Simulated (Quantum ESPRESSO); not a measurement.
# CdS (Hawleyite) (F-43m) in Quantum ESPRESSO: equation of state

Aim: energy against volume of CdS (Hawleyite) in PBE, for its equilibrium volume and stiffness.

All numbers are computed with Quantum ESPRESSO 7.5; they aren't measurements. Logs are shortened: lines on timing, memory, paths and dates and some standing lists are left out, and cuts for length are marked.

## 1. The crystal as given

It takes space group F-43m (No. 216, cubic). The conventional cell has a = 5.833 Å, b = 5.833 Å, c = 5.833 Å, α = 90.00°, β = 90.00°, γ = 90.00°. Cd (site symmetry -43m) is surrounded by 4 S at 2.53 Å. S (site symmetry -43m) is surrounded by 4 Cd at 2.53 Å.

## 2. Single point, PBE, 23.32 Å³/atom

pw.in

```
&CONTROL
  calculation = 'scf'
  prefix = 'pwscf'
  outdir = './tmp'
  pseudo_dir = './pseudo'
  tprnfor = .true.
  tstress = .true.
  disk_io = 'nowf'
/
&SYSTEM
  ibrav = 0
  nat = 2
  ntyp = 2
  ecutwfc = 60
  ecutrho = 480
  nbnd = 15
  occupations = 'smearing'
  smearing = 'fd'
  degauss = 0.00367493
/
&ELECTRONS
  conv_thr = 4d-10
  electron_maxstep = 120
  mixing_beta = 0.5
/
ATOMIC_SPECIES
Cd   112.4140 Cd.pbe-dn-rrkjus_psl.0.3.1.UPF
S     32.0600 s_pbe_v1.4.uspp.F.UPF
CELL_PARAMETERS angstrom
   0.0000000000    2.8569628861    2.8569628861
   2.8569628861    0.0000000000    2.8569628861
   2.8569628861    2.8569628861    0.0000000000
ATOMIC_POSITIONS crystal
Cd     0.0000000000    0.0000000000    0.0000000000
S      0.7500000000    0.7500000000    0.7500000000
K_POINTS automatic
8 8 8 0 0 0
```

Potentials or basis: SSSP 1.3 efficiency PBE.

Started as:

```bash
$ OMP_NUM_THREADS=1 pw.x -in pw.in > pw.out
```

pw.out:

```text
This program is part of the open-source Quantum ESPRESSO suite
     for quantum simulation of materials; please cite
         "P. Giannozzi et al., J. Phys.:Condens. Matter 21 395502 (2009);
         "P. Giannozzi et al., J. Phys.:Condens. Matter 29 465901 (2017);
         "P. Giannozzi et al., J. Chem. Phys. 152 154105 (2020);
     in publications or presentations arising from this work. More details at

     file Cd.pbe-dn-rrkjus_psl.0.3.1.UPF: wavefunction(s)  4D renormalized
     Message from routine setup:
     using ibrav=0 with symmetry is DISCOURAGED, use correct ibrav instead

     Subspace diagonalization in iterative solution of the eigenvalue problem:
     a serial algorithm will be used

     G-vector sticks info
     --------------------
     sticks:   dense  smooth     PW     G-vecs:    dense   smooth      PW
     Sum        1921     955    295                55849    19795    3287

     Using Slab Decomposition

     bravais-lattice index     =            0
     lattice parameter (alat)  =       7.6352  a.u.
     unit-cell volume          =     314.7316 (a.u.)^3
     number of atoms/cell      =            2
     number of atomic types    =            2
     number of electrons       =        18.00
     number of Kohn-Sham states=           15
     kinetic-energy cutoff     =      60.0000  Ry
     charge density cutoff     =     480.0000  Ry
     scf convergence threshold =      4.0E-10
     mixing beta               =       0.5000
     number of iterations used =            8  plain     mixing
     Exchange-correlation=  SLA  PW   PBX  PBC
                           (   1   4   3   4   0   0   0)

     celldm(1)=   7.635166  celldm(2)=   0.000000  celldm(3)=   0.000000
     celldm(4)=   0.000000  celldm(5)=   0.000000  celldm(6)=   0.000000

     crystal axes: (cart. coord. in units of alat)
               a(1) = (   0.000000   0.707107   0.707107 )
               a(2) = (   0.707107   0.000000   0.707107 )
               a(3) = (   0.707107   0.707107   0.000000 )

     reciprocal axes: (cart. coord. in units 2 pi/alat)
               b(1) = ( -0.707107  0.707107  0.707107 )
               b(2) = (  0.707107 -0.707107  0.707107 )
               b(3) = (  0.707107  0.707107 -0.707107 )

     PseudoPot. # 1 for Cd read from file:
     Cd.pbe-dn-rrkjus_psl.0.3.1.UPF
     Pseudo is Ultrasoft + core correction, Zval = 12.0
     Generated using "atomic" code by A. Dal Corso  v.5.0.99 svn rev. 10869
     Using radial grid of 1239 points,  6 beta functions with:
                l(1) =   0
                l(2) =   0
                l(3) =   1
                l(4) =   1
                l(5) =   2
                l(6) =   2
     Q(r) pseudized with 0 coefficients

     PseudoPot. # 2 for S  read from file:
     s_pbe_v1.4.uspp.F.UPF
     Pseudo is Ultrasoft + core correction, Zval =  6.0
     Generated by new atomic code, or converted to UPF format
     Using radial grid of  907 points,  6 beta functions with:
                l(1) =   0
                l(2) =   0
                l(3) =   1
                l(4) =   1
                l(5) =   2
                l(6) =   2
     Q(r) pseudized with  8 coefficients,  rinner =    1.300   1.300   1.300
                                                       1.300   1.300

     atomic species   valence    mass     pseudopotential
     Cd               12.00   112.41400     Cd( 1.00)
     S                 6.00    32.06000     S ( 1.00)

     24 Sym. Ops. (no inversion) found

   Cartesian axes

     site n.     atom                  positions (alat units)
         1        Cd     tau(   1) = (   0.0000000   0.0000000   0.0000000  )
         2        S      tau(   2) = (   1.0606602   1.0606602   1.0606602  )

     number of k points=    29  Fermi-Dirac smearing, width (Ry)=  0.0037
                       cart. coord. in units 2pi/alat
        k(    1) = (   0.0000000   0.0000000   0.0000000), wk =   0.0039062
        k(    2) = (   0.0883883   0.0883883  -0.0883883), wk =   0.0312500
        k(    3) = (   0.1767767   0.1767767  -0.1767767), wk =   0.0312500
        k(    4) = (   0.2651650   0.2651650  -0.2651650), wk =   0.0312500
        k(    5) = (  -0.3535534  -0.3535534   0.3535534), wk =   0.0156250
        k(    6) = (   0.1767767   0.0000000   0.0000000), wk =   0.0234375
[... 21 lines left out ...]
        k(   28) = (  -0.7071068   0.1767767   0.0000000), wk =   0.0468750
        k(   29) = (  -0.7071068   0.3535534   0.0000000), wk =   0.0234375

     Dense  grid:    55849 G-vectors     FFT dimensions: (  54,  54,  54)

     Smooth grid:    19795 G-vectors     FFT dimensions: (  40,  40,  40)

     Initial potential from superposition of free atoms

     starting charge      17.9951, renormalised to      18.0000
     Starting wfcs are   13 randomized atomic wfcs +    2 random wfcs

     Self-consistent Calculation

     iteration #  1     ecut=    60.00 Ry     beta= 0.50
     Davidson diagonalization with overlap
     ethr =  1.00E-02,  avg # of iterations =  4.9

     Threshold (ethr) on eigenvalues was too large:
     Diagonalizing with lowered threshold

     Davidson diagonalization with overlap
     ethr =  4.44E-04,  avg # of iterations =  2.3

     total energy              =    -146.41532082 Ry
     estimated scf accuracy    <       0.08193635 Ry

     iteration #  2     ecut=    60.00 Ry     beta= 0.50
     Davidson diagonalization with overlap
     ethr =  4.55E-04,  avg # of iterations =  2.8
[... 43 lines left out ...]
     total energy              =    -146.43154323 Ry
     estimated scf accuracy    <          7.9E-10 Ry

     iteration #  9     ecut=    60.00 Ry     beta= 0.50
     Davidson diagonalization with overlap
     ethr =  4.39E-12,  avg # of iterations =  3.4

     End of self-consistent calculation

          k = 0.0000 0.0000 0.0000 (  2445 PWs)   bands (ev):

    -6.5613  -1.6748  -1.6748  -1.6748  -1.0919  -1.0919   6.2368   6.2368
     6.2368   7.4835  12.7119  12.7119  12.7119  17.6979  17.6981

          k = 0.0884 0.0884-0.0884 (  2496 PWs)   bands (ev):

    -6.4900  -1.6480  -1.6480  -1.6204  -1.0934  -1.0934   5.1679   6.0974
     6.0974   8.3266  12.4780  12.9272  12.9272  17.1002  17.1002

          k = 0.1768 0.1768-0.1768 (  2493 PWs)   bands (ev):
[... 6 lines left out ...]
    -6.1415  -1.5449  -1.5449  -1.0623  -1.0623  -0.9989   2.1335   5.4948
     5.4948   9.3118  13.2683  13.2683  13.3591  17.3380  17.7230

          k =-0.3536-0.3536 0.3536 (  2488 PWs)   bands (ev):

    -6.0694  -1.5312  -1.5312  -1.0455  -1.0455  -0.6586   1.4104   5.3797
     5.3797   9.3095  13.2067  13.2067  13.8628  17.4784  18.7129

          k = 0.1768 0.0000 0.0000 (  2489 PWs)   bands (ev):

    -6.4664  -1.6353  -1.6225  -1.6225  -1.1122  -1.0763   5.1939   5.8646
     5.8646   8.6366  12.0310  13.2034  13.2034  16.0798  17.7734

          k = 0.2652 0.0884-0.0884 (  2491 PWs)   bands (ev):

    -6.3271  -1.5906  -1.5598  -1.4829  -1.1170  -1.0613   4.0239   5.5020
     5.5763   9.4535  11.7886  13.4243  13.6706  15.6943  17.6407

          k = 0.3536 0.1768-0.1768 (  2469 PWs)   bands (ev):
[... 11 lines left out ...]
    -6.0718  -1.5161  -1.5056  -1.0822  -1.0744  -0.7644   1.8606   4.7422
     5.3712   9.9474  12.6181  13.5069  13.7410  17.4428  18.0741

          k =-0.0884-0.2652 0.2652 (  2479 PWs)   bands (ev):

    -6.2109  -1.5537  -1.5384  -1.2733  -1.1088  -1.0312   3.0626   4.9331
     5.7218   9.8099  12.5721  13.0493  13.4293  16.2945  17.9381

          k = 0.0000-0.1768 0.1768 (  2501 PWs)   bands (ev):

    -6.3846  -1.6167  -1.5922  -1.5281  -1.1109  -1.0733   4.3585   5.4653
     6.0326   9.1037  12.2407  13.1195  13.2369  16.2604  17.1791

          k = 0.3536 0.0000 0.0000 (  2477 PWs)   bands (ev):

    -6.2365  -1.5076  -1.4841  -1.4841  -1.1197  -1.0387   3.8318   5.0782
     5.0782   9.9305  11.0126  14.4339  14.4339  14.6610  17.9774

          k = 0.4419 0.0884-0.0884 (  2471 PWs)   bands (ev):

    -6.0984  -1.4803  -1.4145  -1.3330  -1.0213  -0.9866   2.9358   4.6033
     4.7613  10.2890  11.0931  13.8802  14.8786  16.0125  18.3356

          k =-0.1768-0.5303 0.5303 (  2470 PWs)   bands (ev):

    -5.9953  -1.4743  -1.3891  -1.2114  -1.0275  -0.6332   2.0496   4.0465
     4.7095  10.4844  11.7949  13.8896  14.6928  16.9050  18.8010

          k =-0.0884-0.4419 0.4419 (  2472 PWs)   bands (ev):

    -5.9857  -1.4800  -1.4109  -1.1334  -1.0694  -0.5230   1.8846   3.7201
     4.9492  10.7120  12.1074  14.0504  14.3338  16.9298  17.5789

          k = 0.0000-0.3536 0.3536 (  2461 PWs)   bands (ev):

    -6.0741  -1.4953  -1.4761  -1.1380  -1.1072  -0.8339   2.4963   3.9582
     5.3628  10.6920  12.3481  13.0334  13.9264  16.4699  18.7940

          k = 0.5303 0.0000 0.0000 (  2470 PWs)   bands (ev):

    -6.0093  -1.4373  -1.3247  -1.3247  -1.0007  -0.8728   2.6020   4.3816
     4.3816   9.8877  10.7261  14.9947  16.0723  16.0723  18.2222

          k =-0.0884-0.6187 0.6187 (  2470 PWs)   bands (ev):

    -5.9406  -1.4384  -1.2891  -1.2666  -1.0020  -0.6082   2.1270   3.9075
     4.2793  10.0417  10.9838  15.0164  16.1601  16.9079  18.7858

          k = 0.0000-0.5303 0.5303 (  2482 PWs)   bands (ev):

    -5.9318  -1.4499  -1.3209  -1.2046  -1.0380  -0.4241   1.9675   3.3993
     4.5056  10.4341  11.8095  14.8382  15.3498  16.0879  18.2317

          k =-0.7071 0.0000 0.0000 (  2466 PWs)   bands (ev):

    -5.9174  -1.4468  -1.2507  -1.2507  -0.9849  -0.5953   1.9911   4.1074
     4.1074   9.6666  10.6346  15.6962  17.3523  17.3523  18.3397

          k = 0.3536 0.1768 0.0000 (  2472 PWs)   bands (ev):

    -6.1882  -1.5314  -1.4969  -1.3319  -1.0919  -1.0245   3.2786   4.6755
     5.3865  10.2363  11.6151  13.1907  14.2592  15.7900  18.2160

          k =-0.2652-0.4419 0.6187 (  2468 PWs)   bands (ev):

    -6.0507  -1.4870  -1.4545  -1.1844  -1.0522  -0.7850   2.2915   4.1953
     5.0386  10.6946  12.0022  13.0206  14.5706  16.5852  19.1037

          k =-0.1768-0.3536 0.5303 (  2458 PWs)   bands (ev):
[... 6 lines left out ...]
    -5.9960  -1.4353  -1.3846  -1.2550  -1.0213  -0.7339   2.3994   4.0425
     4.4510  10.6286  11.1805  13.7394  15.8553  16.2816  19.1097

          k =-0.0884-0.4419 0.6187 (  2473 PWs)   bands (ev):

    -5.9413  -1.4359  -1.3640  -1.1789  -1.0530  -0.4477   1.9966   3.5988
     4.3063  11.0067  11.8018  13.6919  15.1691  16.7624  18.9592

          k = 0.0000-0.3536 0.5303 (  2466 PWs)   bands (ev):

    -5.9639  -1.4483  -1.3953  -1.1470  -1.0768  -0.4964   2.0569   3.5136
     4.6012  11.2946  11.9511  13.1754  15.1689  16.5111  18.0881

          k =-0.7071 0.1768 0.0000 (  2468 PWs)   bands (ev):

    -5.9184  -1.4268  -1.3148  -1.2161  -1.0181  -0.4714   1.9970   3.8708
     3.9545  10.4156  11.1723  15.0441  15.3458  17.5474  19.2104

          k =-0.7071 0.3536 0.0000 (  2468 PWs)   bands (ev):

    -5.9195  -1.4103  -1.3651  -1.1386  -1.0901  -0.3574   2.0038   3.6507
     3.8095  11.6395  11.8963  13.5571  14.2508  17.7364  19.5616

     the Fermi energy is     6.8960 ev

!    total energy              =    -146.43154323 Ry
     estimated scf accuracy    <          2.4E-11 Ry
     smearing contrib. (-TS)   =      -0.00000000 Ry
     internal energy E=F+TS    =    -146.43154322 Ry

     The total energy is F=E-TS. E is the sum of the following terms:
     one-electron contribution =     -45.28293779 Ry
     hartree contribution      =      37.42037834 Ry
     xc contribution           =     -51.44402401 Ry
     ewald contribution        =     -87.12495977 Ry

     convergence has been achieved in   9 iterations

     Forces acting on atoms (cartesian axes, Ry/au):

     atom    1 type  1   force =     0.00000000    0.00000000    0.00000000
     atom    2 type  2   force =     0.00000000    0.00000000    0.00000000

     Total force =     0.000000     Total SCF correction =     0.000000

     Computing stress (Cartesian axis) and pressure

          total   stress  (Ry/bohr**3)                   (kbar)     P=       76.64
   0.00052097  -0.00000000   0.00000000           76.64       -0.00        0.00
  -0.00000000   0.00052097  -0.00000000           -0.00       76.64       -0.00
   0.00000000  -0.00000000   0.00052097            0.00       -0.00       76.64

=------------------------------------------------------------------------------=
   JOB DONE.
=------------------------------------------------------------------------------=
```

Run time: 22 s. Hardware: 1 thread of Intel Xeon 6975P-C (Granite Rapids), shared host; peak memory 0.26 GiB.

What came out:

| Item | Value |
| --- | --- |
| Free energy | -1992.3026 eV |
| Pressure | 7.7 GPa |
| Band gap on the k mesh | 1.25 eV, direct |

## 3. Single point, PBE, 23.82 Å³/atom

pw.in: that of step 2 with these lines changed.

```diff
@@ -29,5 +29,5 @@
 CELL_PARAMETERS angstrom
-   0.0000000000    2.8569628861    2.8569628861
-   2.8569628861    0.0000000000    2.8569628861
-   2.8569628861    2.8569628861    0.0000000000
+   0.0000000000    2.8770830059    2.8770830059
+   2.8770830059    0.0000000000    2.8770830059
+   2.8770830059    2.8770830059    0.0000000000
 ATOMIC_POSITIONS crystal
```

Potentials or basis: SSSP 1.3 efficiency PBE.

Started as:

```bash
$ OMP_NUM_THREADS=1 pw.x -in pw.in > pw.out
```

Wall time 23 s (1 thread of Intel Xeon 6975P-C (Granite Rapids), shared host); peak memory 0.27 GiB.

The run converged. Its results:

- Free energy: -1992.3449 eV
- Pressure: 5.9 GPa
- Band gap on the k mesh: 1.20 eV, direct

## 4. Single point, PBE, 24.31 Å³/atom

pw.in: that of step 3 with these lines changed.

```diff
@@ -29,5 +29,5 @@
 CELL_PARAMETERS angstrom
-   0.0000000000    2.8770830059    2.8770830059
-   2.8770830059    0.0000000000    2.8770830059
-   2.8770830059    2.8770830059    0.0000000000
+   0.0000000000    2.8969255847    2.8969255847
+   2.8969255847    0.0000000000    2.8969255847
+   2.8969255847    2.8969255847    0.0000000000
 ATOMIC_POSITIONS crystal
```

Started as:

```bash
$ OMP_NUM_THREADS=1 pw.x -in pw.in > pw.out
```

Wall time 22 s (1 thread of Intel Xeon 6975P-C (Granite Rapids), shared host); peak memory 0.27 GiB.

The run converged. Its results:

| Property | Result |
| --- | --- |
| Free energy | -1992.3769 eV |
| Pressure | 4.3 GPa |
| Band gap on the k mesh | 1.16 eV, direct |

## 5. Single point, PBE, 24.81 Å³/atom

pw.in: that of step 4 with these lines changed.

```diff
@@ -29,5 +29,5 @@
 CELL_PARAMETERS angstrom
-   0.0000000000    2.8969255847    2.8969255847
-   2.8969255847    0.0000000000    2.8969255847
-   2.8969255847    2.8969255847    0.0000000000
+   0.0000000000    2.9165000000    2.9165000000
+   2.9165000000    0.0000000000    2.9165000000
+   2.9165000000    2.9165000000    0.0000000000
 ATOMIC_POSITIONS crystal
```

Started as:

```bash
$ OMP_NUM_THREADS=1 pw.x -in pw.in > pw.out
```

It took 23 s on 1 thread of Intel Xeon 6975P-C (Granite Rapids), shared host; peak memory 0.28 GiB.

It converged, with:

| Item | Value |
| --- | --- |
| Free energy | -1992.3996 eV |
| Pressure | 2.9 GPa |
| Band gap on the k mesh | 1.12 eV, direct |

## 6. Single point, PBE, 25.30 Å³/atom

pw.in: that of step 5 with these lines changed.

```diff
@@ -29,5 +29,5 @@
 CELL_PARAMETERS angstrom
-   0.0000000000    2.9165000000    2.9165000000
-   2.9165000000    0.0000000000    2.9165000000
-   2.9165000000    2.9165000000    0.0000000000
+   0.0000000000    2.9358151324    2.9358151324
+   2.9358151324    0.0000000000    2.9358151324
+   2.9358151324    2.9358151324    0.0000000000
 ATOMIC_POSITIONS crystal
```

Potentials or basis: SSSP 1.3 efficiency PBE.

Started as:

```bash
$ OMP_NUM_THREADS=1 pw.x -in pw.in > pw.out
```

It took 26 s on 1 thread of Intel Xeon 6975P-C (Granite Rapids), shared host; peak memory 0.28 GiB.

The run converged. Its results:

```
Free energy            : -1992.4141 eV
Pressure               : 1.7 GPa
Band gap on the k mesh : 1.08 eV, direct
```

## 7. Single point, PBE, 25.80 Å³/atom

pw.in: that of step 6 with these lines changed.

```diff
@@ -29,5 +29,5 @@
 CELL_PARAMETERS angstrom
-   0.0000000000    2.9358151324    2.9358151324
-   2.9358151324    0.0000000000    2.9358151324
-   2.9358151324    2.9358151324    0.0000000000
+   0.0000000000    2.9548794012    2.9548794012
+   2.9548794012    0.0000000000    2.9548794012
+   2.9548794012    2.9548794012    0.0000000000
 ATOMIC_POSITIONS crystal
```

Started as:

```bash
$ OMP_NUM_THREADS=1 pw.x -in pw.in > pw.out
```

Run time: 27 s. Hardware: 1 thread of Intel Xeon 6975P-C (Granite Rapids), shared host; peak memory 0.29 GiB.

Results (log left out):

```
Free energy            : -1992.4210 eV
Pressure               : 0.5 GPa
Band gap on the k mesh : 1.04 eV, direct
```

## 8. Single point, PBE, 26.30 Å³/atom

pw.in: that of step 7 with these lines changed.

```diff
@@ -29,5 +29,5 @@
 CELL_PARAMETERS angstrom
-   0.0000000000    2.9548794012    2.9548794012
-   2.9548794012    0.0000000000    2.9548794012
-   2.9548794012    2.9548794012    0.0000000000
+   0.0000000000    2.9737007966    2.9737007966
+   2.9737007966    0.0000000000    2.9737007966
+   2.9737007966    2.9737007966    0.0000000000
 ATOMIC_POSITIONS crystal
```

Started as:

```bash
$ OMP_NUM_THREADS=1 pw.x -in pw.in > pw.out
```

Wall time 28 s (1 thread of Intel Xeon 6975P-C (Granite Rapids), shared host); peak memory 0.29 GiB.

The run converged. Its results:

| Item | Value |
| --- | --- |
| Free energy | -1992.4213 eV |
| Pressure | -0.5 GPa |
| Band gap on the k mesh | 0.99 eV, direct |

## 9. Equation of state, PBE

Potentials or basis: SSSP 1.3 efficiency PBE.

This step only gathers the single runs of the series.

What came out:

* Equilibrium volume: 26.07 Å³/atom
* Bulk modulus: 54 GPa
* Pressure derivative of the bulk modulus: 4.6

Energy against volume, from the lowest point:
```tsv
volume (Å³/atom)	energy (meV/atom)
23.319	59.33
23.815	38.19
24.312	22.20
24.808	10.83
25.304	3.62
25.800	0.13
26.296	0.00
```

PBE usually gives volumes a little too large and moduli too small. Zero-point motion and thermal expansion aren't in these numbers.
